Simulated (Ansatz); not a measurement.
Consider the cleavage of the Si–B bond: `F[SiH]1CB1[SiH3]` + `N=C(N)O` → `N=C(N)O[SiH3]` + `F[SiH]1BC1`.

Computed with Ansatz on PBE0-D4/def2-TZVP structures; ΔE is electronic, products minus reactants. CCSD(T)/CBS adds triple-zeta CCSD(T) − MP2 to the extrapolated MP2 energy (def2 sets, frozen cores). DFT in def2-TZVPP. One conformer a species, not always the lowest.

```csv
level,ΔE (kJ/mol)
ωB97X-V,-61.7
B2PLYP,-64.1
HF/def2-QZVPP,-86.1
HF/CBS(def2),-86.4
```

(1) What does CCSD(T)/CBS give? (Estimate.)

Largest T1 diagnostic among the species: 0.014.

Answers

(1) The calculation gave: -62.1 kJ/mol. The listed levels differ from it by 0.4, -2.0, -24.0, -24.3 kJ/mol.

In def2-TZVPP, CCSD(T) changes the Hartree–Fock value by +23.9 kJ/mol (the triples alone add +3.5 kJ/mol) and MP2 by +21.3 kJ/mol. From PBE to PBE0 (25 % exact exchange), in def2-TZVPP and without D4, ΔE moves by −6.7 kJ/mol.

CCSD(T)/CBS has its own doubt, a few kJ/mol and more with outer-core shells, so smaller differences from it don't rank the levels.
